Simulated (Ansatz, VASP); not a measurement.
## Two plane-wave programs on Al2Pt

INCAR

```
SYSTEM = Al2Pt
PREC = Accurate
ENCUT = 520
EDIFF = 1E-6
ISMEAR = 0
SIGMA = 0.2
LREAL = .False.
LASPH = .True.
NELM = 100
ALGO = Normal
ISIF = 2
LWAVE = .False.
LCHARG = .False.
GGA = PE
NBANDS = 25
```

The input KPOINTS:

```
Automatic mesh
0
Gamma
  6 6 4
  0 0 0
```

The input POSCAR:

```
Al2Pt
1.0
   -2.1032783233      2.1032783233      2.9709052371
    2.1032783233     -2.1032783233      2.9709052371
    4.2065566466      4.2065566466      0.0000000000
Al Pt
4 2
Direct
    1.0000000000      0.5000000000      0.2500000000
    0.5000000000      1.0000000000      0.7500000000
    0.5000000000      1.0000000000      0.2500000000
    0.0000000000      0.5000000000      0.7500000000
    1.0000000000      1.0000000000      0.5000000000
    0.5000000000      0.5000000000      1.0000000000
```

Input for Ansatz:

```yaml
crystal:
  lattice:
    - [-2.1032783233, 2.1032783233, 2.9709052371]
    - [2.1032783233, -2.1032783233, 2.9709052371]
    - [4.2065566466, 4.2065566466, 0.0]
  atoms:
    - { symbol: Al, position: [1.0, 0.5, 0.25] }
    - { symbol: Al, position: [0.5, 1.0, 0.75] }
    - { symbol: Al, position: [0.5, 1.0, 0.25] }
    - { symbol: Al, position: [0.0, 0.5, 0.75] }
    - { symbol: Pt, position: [1.0, 1.0, 0.5] }
    - { symbol: Pt, position: [0.5, 0.5, 1.0] }
basis:
  ecutwfc: 420
kpoints:
  mp_grid: { grid: [6, 6, 4] }
hamiltonian:
  xc: pbe
scf:
  occupations: { method: gaussian, width: 0.2 }
  lower_state_search: "off"
output:
  forces: true
  stress: true
  eigenvalues: true
```

Alike in both runs: task single point; functional PBE; k mesh 6 × 6 × 4; occupations gaussian, width 0.2 eV; no spin polarisation.

|  | VASP | Ansatz |
| --- | --- | --- |
| version | VASP 6.6.1 | Ansatz 0.2.0 |
| potentials or method | VASP PAW PBE potentials, release 64 (Al, Pt) | scalar-relativistic, plane waves, PAW |
| plane-wave cutoff (eV) | 520 | 420 |
| valence electrons in the cell | 32 | 48 |

Ansatz gave:

```
gap on the k mesh at the Fermi level (eV)       : none
pressure (GPa)                                  : 0.0
largest component of the traceless stress (GPa) : 0.30
```

**Question.** What did VASP give for the same quantities?

**Answer.** gap on the k mesh at the Fermi level (eV): none; pressure (GPa): -0.2; largest component of the traceless stress (GPa): 0.30.

A gap of «none» marks a metal or a gap that the smearing closes. The two sets of potentials don't hold the same shells in valence.

Spin-orbit coupling is left out, which matters for the levels of Pt.
